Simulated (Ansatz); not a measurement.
Space group Fm-3m (No. 225). a = 5.959 Å, b = 5.959 Å, c = 5.959 Å, α = 90.00°, β = 90.00°, γ = 90.00°
```tsv
atom	site	symmetry	x	y	z
Ca	4a	m-3m	0.0000	0.0000	0.0000
Se	4b	m-3m	0.5000	0.0000	0.0000
```

Equation of state of this CaSe structure (not necessarily the ground state), with shape and atoms relaxed at each volume where symmetry leaves them free. All numbers below come from DFT PBE, scalar-relativistic, plane waves, PAW (Ansatz).

Cutoff 420 eV; k points 8×8×8 on the computed 2-atom cell (Γ-centred); Gaussian smearing, width 0.02 eV; no spin polarisation.

| V (Å³/atom) | E − E(largest V) (meV/atom) | P (GPa) | gap on mesh (eV) |
| --- | --- | --- | --- |
| 23.273 | 36.50 | 7.93 | 1.74 |
| 24.066 | 3.53 | 5.46 | 1.84 |
| 24.860 | -18.12 | 3.34 | 1.93 |
| 25.653 | -30.08 | 1.54 | 2.01 |
| 26.447 | -33.75 | -0.01 | 2.08 |
| 27.240 | -30.30 | -1.34 | 2.15 |
| 28.034 | -20.75 | -2.48 | 2.20 |
| 29.091 | 0.00 | -3.76 | 2.27 |

**Question.** Fit a third-order Birch–Murnaghan equation to E(V).

**Answer.** V0 = 26.44 Å³/atom, B0 = 48 GPa, B0' = 4.1.